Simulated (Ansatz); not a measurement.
Crystal: MoS2.

```
Mo S
1.0
     3.22746    0.00000    0.00000
    -1.61373    2.79507    0.00000
     0.00000    0.00000    6.31247
Mo S
1 2
Direct
  0.00000 0.00000 0.50000
  0.66667 0.33333 0.74468
  0.33333 0.66667 0.25532
```

Measurements of this composition are mostly on another form, of space group No. 194.

Base run:

- Program: Ansatz 0.2.0
- Functional: RPBE
- Potentials or basis: Ansatz PAW
- Cutoff: 420 eV (not typed: the program's choice for these potentials)
- k mesh: 9 × 9 × 4
- Occupations: fermi-dirac, width 0.05 eV
- Spin: no spin polarisation

Its results: band gap on the k mesh none (metal or under the smearing width); pressure 3.6 GPa; largest force 0.360 eV/Å.

Q: After a change of settings the same cell gave: band gap on the k mesh none (metal or under the smearing width); pressure -3.1 GPa; largest force 0.359 eV/Å. Which change was it?
A. functional from RPBE to HSE06; k mesh from 9 × 9 × 4 to 5 × 5 × 2
B. functional from RPBE to r2SCAN; cutoff from 420 eV (not typed: the program's choice for these potentials) to 500 eV (not typed: the program's choice for these potentials)
C. functional from RPBE to revPBE
D. functional from RPBE to BLYP

A: A.

Caveats: some runs use coarse meshes; this functional lacks dispersion, which binds the layers, so the pressure and a relaxed spacing across them are unreliable; the PAW data sets come from PBE, with cores solved anew for the run's functional, which leaves a small shift of forces and pressure; the thresholds are loose for stress (some runs).
